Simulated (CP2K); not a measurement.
## NaCl in CP2K: the effect of functional

Crystal: NaCl.

```
Cl Na
1.0
     3.50219    0.00000    0.00000
     0.00000    3.50219    0.00000
     0.00000    0.00000    3.50219
Cl Na
1 1
Direct
  0.50000 0.50000 0.50000
  0.00000 0.00000 0.00000
```

Measurements of this composition are mostly on another form, of space group No. 225.

Alike in all runs:

```yaml
Program: CP2K 2026.2
Potentials_or_basis: POTENTIAL_UZH Cl GTH-PBE-q7, Na GTH-PBE-q9; TZVP-MOLOPT-PBE-GTH basis
Density_cutoff: 19048 eV
k_mesh: 8 × 8 × 8
Occupations: fermi-dirac, width 0.05 eV
Spin: no spin polarisation
```

```tsv
functional	gap on the mesh (eV)	pressure (GPa)
LDA	?	?
PBEsol	3.80	-0.8
OLYP	4.62	3.0
BEEF-vdW	4.10	0.3
AM05	3.95	0.2
SCAN	4.64	-1.4
```

What does the run with functional LDA give?

gap on the mesh 3.51 eV; pressure -2.6 GPa.

Caveats: the potentials were made for another functional, which shifts forces and pressure; the basis of atomic orbitals isn't converged, which shifts pressures, moduli and gaps.

A k mesh can miss the band edges.

Runs at the PBE level aren't shown here.
